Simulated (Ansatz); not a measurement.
# Rh: the cost of one run

Computed with Ansatz 0.2.0 (DFT PBE, scalar-relativistic, plane waves, PAW, unless a step's input says otherwise).

26 further runs of the same task are left out: 26 set aside as unsound or not needed.

## Step 1: The starting structure

The structure is cubic, space group Fm-3m (No. 225). Conventional cell: a = 3.830 Å, b = 3.830 Å, c = 3.830 Å, α = 90.00°, β = 90.00°, γ = 90.00°. Around Rh (site symmetry m-3m) lie 12 Rh at 2.71 Å.

Structure file:

```
Rh
1.0
     0.00000    1.91505    1.91505
     1.91505    0.00000    1.91505
     1.91505    1.91505    0.00000
Rh
1
Direct
  0.00000 0.00000 0.00000
```

This cell was relaxed beforehand with the same method: volume 14.05 Å³/atom, gap on the mesh none (metal).

## Step 2: The scan

The energy is mapped over volume and the cell's shape.

- volume per atom: 7 values from 11.80 to 16.29 Å³
- c/a of the conventional cell: 9 values from 0.629 to 1.167

Nothing else is relaxed (symmetry fixes all fractional coordinates). Energies count from the relaxed crystal. Points are written as (first, second).

## Step 3: The run at (11.80 Å³, 0.734)

Input file input.yaml:

```yaml
crystal:
  lattice:
    - [0.0, 2.0028444704, 1.4706886946]
    - [2.0028444704, 0.0, 1.4706886946]
    - [2.0028444704, 2.0028444704, 0.0]
  atoms:
    - { symbol: Rh, position: [0.0, 0.0, 0.0] }
basis:
  ecutwfc: 420
kpoints:
  mp_grid: { grid: [22, 22, 22] }
hamiltonian:
  xc: pbe
  pseudopotentials: { kind: paw, azcp: { folder: soft_1 } }
scf:
  occupations: { method: gaussian, width: 0.15 }
output:
  forces: true
  stress: true
  eigenvalues: true
```

Run with:

```bash
$ ansatz run input.yaml --threads 1 --pin off --max-ram 2048MiB --backend cpu --events-out ev --progress --plain --runs-dir out
```

Q: Estimate wall time and peak memory on 1 thread of Arm Neoverse V1, shared host.

About 8.7 s, with a peak of 0.39 GiB.
